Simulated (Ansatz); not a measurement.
We consider spinel MgAl2O4, described by PBEsol (PAW; Ansatz, an electronic-structure program).

Settings: plane-wave cutoff 520 eV, 8×8×8 k mesh, Fermi–Dirac smearing 0.01 eV, scalar-relativistic PAW data made under PBE.

Cell (measured lattice):

```cif
data_Al16Mg8O32
_chemical_formula_sum 'Mg8 Al16 O32'
_space_group_name_H-M_alt 'Fd-3m :1'
_space_group_IT_number 227
_space_group_name_Hall 'F 4d 2 3 -1d'
_cell_length_a 8.08320
_cell_length_b 8.08320
_cell_length_c 8.08320
_cell_angle_alpha 90.000
_cell_angle_beta 90.000
_cell_angle_gamma 90.000
loop_
_atom_site_label
_atom_site_type_symbol
_atom_site_symmetry_multiplicity
_atom_site_Wyckoff_symbol
_atom_site_fract_x
_atom_site_fract_y
_atom_site_fract_z
_atom_site_occupancy
Mg1 Mg 8 b 0.50000 0.50000 0.50000 1
Al1 Al 16 c 0.12500 0.12500 0.12500 1
O1 O 32 e 0.36270 0.36270 0.36270 1
```
(The calculation used a cell of 14 atoms; values per cell refer to that cell.)

### Question
Estimate the band gap and smallest direct gap on the k points sampled that the calculation returns.

### Answer

- band gap = 5.31 eV
- smallest direct gap on the k points sampled = 5.32 eV

Measured, for comparison: band gap 7.8 eV (temperature not stated, no zero-point or thermal correction; as tabulated in Neo et al. (2023), doi:10.1002/gch2.202200236). Computed (rounded) less measured: band gap -2.49 eV.

Note: cell and atoms aren't relaxed at this level (largest force component 0.31 eV/Å, pressure 0.9 GPa).

Static lattice: no zero-point or thermal effects.

It cost about 40 core-seconds (a rough figure) of CPU time.
